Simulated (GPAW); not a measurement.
Wanted: an ASE script for a GPAW 26.7.0 run.

| Item | Value |
| --- | --- |
| Task | band structure |
| Functional | LDA |
| Potentials or basis | PAW data sets generated in the run's folder for this functional |
| Cutoff | 600 eV |
| Basis | pw |
| k mesh | 7 × 7 × 7 |
| Occupations | fermi-dirac, width 0.05 eV |
| Spin | no spin polarisation |
| Maxiter | 150 |
| Band path | GXWKGLUWLK,UX |
| Band points | 80 |

The structure of ZnSe (Stilleite) lies in ZnSe.xyz:

```xyz
2
Lattice="0.0000000000 2.8338000000 2.8338000000 2.8338000000 0.0000000000 2.8338000000 2.8338000000 2.8338000000 0.0000000000" Properties=species:S:1:pos:R:3 pbc="T T T"
Se     4.2507000000      4.2507000000      4.2507000000
Zn     0.0000000000      0.0000000000      0.0000000000
```

One way to write it, as run:

run.py

```python
from ase.dft.bandgap import bandgap
from ase.io import read, write
from ase.units import GPa
from gpaw import GPAW, PW, setup_paths

setup_paths.insert(0, '.')

atoms = read('ZnSe.xyz')

calc = GPAW(mode=PW(600),
            xc='LDA',
            kpts={'size': (7, 7, 7), 'gamma': True},
            occupations={'name': 'fermi-dirac', 'width': 0.05},
            nbands=18,
            convergence={'density': 1e-05, 'energy': 1e-05},
            maxiter=150,
            txt='gpaw.txt')
atoms.calc = calc
energy = atoms.get_potential_energy()
forces = atoms.get_forces()
stress = atoms.get_stress()
calc.write('gs.gpw')
write('result.traj', atoms)
print(f'Energy: {energy:.6f} eV')
print('Forces (eV/A):')
print(forces.round(4))
print('Stress (GPa):', (stress / GPa).round(3))
print('Fermi level:', round(calc.get_fermi_level(), 4), 'eV')
print(f'Gap: {bandgap(calc)[0]:.4f} eV, direct: {bandgap(calc, direct=True)[0]:.4f} eV')

path = atoms.cell.bandpath('GXWKGLUWLK,UX', npoints=80, eps=1e-4)
bs_calc = calc.fixed_density(kpts=path, symmetry='off', nbands=29,
                             convergence={'bands': 'CBM+6.0', 'eigenstates': 1e-6}, txt='bands.txt')
bs = bs_calc.band_structure()
bs.write('bs.json')
print(f'Gap on the path: {bandgap(bs_calc)[0]:.4f} eV')
```

Potentials or basis: PAW data sets generated in the run's folder for this functional, pw.

Launch:

```sh
$ gpaw-setup -f LDA Se Zn
$ OMP_NUM_THREADS=1 python run.py
```

Results of the run:

| Item | Value |
| --- | --- |
| Pressure | -3.6 GPa |
| Band gap on the k mesh | 1.04 eV, direct |
| Band gap along the path | 1.04 eV, direct |

It took 38 s on 1 thread of Intel(R) Xeon(R) 6975P-C (Granite Rapids), with other jobs on the host, peak memory 0.25 GiB.
